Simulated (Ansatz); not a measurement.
## NbN: pressure against volume

NbN, Fm-3m, a = 4.380 Å. Ansatz: PBEsol, PAW, 420 eV, Γ-centred 16×16×16 mesh on 2 atoms, Gaussian smearing 0.10 eV; no spin polarisation. Symmetry fixes shape and atoms, so the cell is only scaled; pressure is positive in compression.

```tsv
V (Å³/atom)	P (GPa)
9.246	?
9.561	38.59
9.877	23.58
10.192	10.82
10.507	-0.03
10.822	-9.26
11.137	-17.11
11.558	-25.76
```

Task: Take V0 = 10.507 Å³/atom, count pressures from its P0 = -0.03 GPa, fit the third-order Birch–Murnaghan form to the other rows, and predict the missing pressure.

Result: With the Eulerian strain f = ½[(V0/V)^(2/3) − 1] and y = (P − P0)/[3f(1 + 2f)^(5/2)], the form is the line y = B0 + 1.5 B0 (B0′ − 4) f. Rows (f, y): 0.03246, 338.9; 0.02104, 337.4; 0.01025, 335.4; -0.00975, 331.5; -0.01904, 329.5; -0.03079, 326.5. Means f = 0.0006950, y = 333.20; Σ(Δf)² = 0.003004, ΣΔfΔy = 0.5893; the slope is their ratio. y = 333.1 + 196.2 f GPa, so B0 = 333.1 GPa and B0′ = 4 + 2 × (196.2)/(3 × 333.1) = 4.39. At V = 9.246, f = 0.04449, y = 341.83 and P = 56.43 GPa. The run gave 56.26 GPa, so the fit is 0.17 GPa too high, a small miss on the scale of the series.